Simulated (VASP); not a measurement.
Write the native input for VASP 6.6.1 that does the following.

- Task: single point
- Functional: PBEsol
- Potentials or basis: VASP PAW PBE potentials, release 64 (Mo_sv, S)
- Cutoff: 520 eV
- k mesh: 6 × 6 × 4
- Occupations: gaussian, width 0.05 eV
- Spin: collinear spin, ferromagnetic start
- Starting moments: [1.0, 0.0, 0.0] μB
- Hubbard terms: Mo d U = 2 eV
- Further INCAR settings: ALGO = Fast; EDIFF = 1e-07

The structure of MoS2 lies in POSCAR:

```
MoS2
1.0
    3.1479925200     -1.9297820300      0.0000000000
    3.1479925200      1.9297820300      0.0000000000
   -0.0030992400      0.0000000000      4.4393295900
Mo S
1 2
Direct
    0.0000000000      0.0000000000      0.0000000000
    0.6879000000      0.6879000000      0.2889000000
    0.3121000000      0.3121000000      0.7111000000
```

The cell comes from a database or a generator and needn't be the stable form of this composition.

The input as run:

INCAR

```
  PREC = Accurate
  ENCUT = 520
  EDIFF = 1E-7
  ISMEAR = 0
  SIGMA = 0.05
  LREAL = F
  LASPH = T
  NELM = 80
  ALGO = Fast
  ISIF = 2
  LWAVE = F
  LCHARG = F
  ISPIN = 2
  MAGMOM = 1 0 0
  LORBIT = 11
  LMAXMIX = 4
  LDAU = T
  LDAUTYPE = 2
  LDAUL = 2 -1
  LDAUU = 2 0
  LDAUJ = 0 0
  LDAUPRINT = 1
  GGA = PS
```

KPOINTS

```
Automatic mesh
0
Gamma
  6 6 4
```

Potentials or basis: VASP PAW PBE potentials, release 64 (Mo_sv, S).

The run is started by

```sh
$ cat potpaw_PBE.64/Mo_sv/POTCAR potpaw_PBE.64/S/POTCAR > POTCAR
$ mpirun -np 1 vasp_std > vasp.out
```

It gave:

| Property | Result |
| --- | --- |
| Pressure | -0.5 GPa |
| Largest force | 1.448 eV/Å |
| Band gap on the k mesh | none (metal or under the smearing width) |
| Net moment | 2.03 μB per cell |
| Site moments | Mo +2.06; S -0.13 μB |
| Valence electrons inside the program's atomic spheres | Mo 12.19; S 3.67 |

Caveat: the PAW data sets were made with another functional, which shifts forces and pressure a little.

Wall time 3.2 min on 1 thread of AMD EPYC 7R43 64-Core Processor (Zen 3), with other jobs on the host, peak memory 0.19 GiB.
